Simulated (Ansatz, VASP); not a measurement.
# CdTe: VASP beside Ansatz

INCAR

```
SYSTEM = CdTe
PREC = Accurate
ENCUT = 520
EDIFF = 1E-6
ISMEAR = -1
SIGMA = 0.02
LREAL = .FALSE.
LASPH = .TRUE.
NELM = 80
ALGO = Normal
ISIF = 2
LWAVE = .FALSE.
LCHARG = .TRUE.
GGA = PE
LELF = .TRUE.
LVHAR = .TRUE.
NBANDS = 26
```

KPOINTS

```
Automatic mesh
0
G
  6 4 6
  0 0 0
```

Contents of POSCAR:

```
CdTe
1.0
   -3.3078829538      3.3078829538      0.0000000000
    0.0000000000      0.0000000000      6.6157659075
    3.3078829538      3.3078829538      0.0000000000
Cd Te
2 2
Direct
    0.0000000000      0.0000000000      0.0000000000
    0.5000000000      0.5000000000      0.5000000000
    0.0000000000      0.2500000000      0.5000000000
    0.5000000000      0.7500000000      0.0000000000
```

Input for Ansatz:

```yaml
crystal:
  lattice:
    - [-3.3078829538, 3.3078829538, 0.0]
    - [0.0, 0.0, 6.6157659075]
    - [3.3078829538, 3.3078829538, 0.0]
  atoms:
    - { symbol: Cd, position: [0.0, 0.0, 0.0] }
    - { symbol: Cd, position: [0.5, 0.5, 0.5] }
    - { symbol: Te, position: [0.0, 0.25, 0.5] }
    - { symbol: Te, position: [0.5, 0.75, 0.0] }
kpoints:
  mp_grid: { grid: [6, 4, 6] }
scf:
  occupations: { method: fermi_dirac, width: 0.02 }
hamiltonian:
  xc: pbe
  pseudopotentials: { kind: all_electron, lapw: { basis_error: 0.001 } }
output:
  forces: true
  stress: true
  eigenvalues: true
```

Alike in both runs: task single point; functional PBE; k mesh 6 × 4 × 6; occupations fermi-dirac, width 0.02 eV; no spin polarisation.

|  | VASP | Ansatz |
| --- | --- | --- |
| version | VASP 6.6.1 | Ansatz 0.2.0 |
| potentials or method | VASP PAW PBE potentials, release 64 (Cd, Te) | all-electron LAPW, scalar-relativistic |
| plane-wave cutoff (eV) | 520 | see its input |

```tsv
	VASP	Ansatz	Ansatz less VASP
pressure (GPa)	0.1	0.1	-0.09
```

Ansatz ran all-electron here, so the differences hold the error of VASP's frozen core and of both bases.

Caveats: spin-orbit coupling is left out, which moves the levels of the heavy elements.
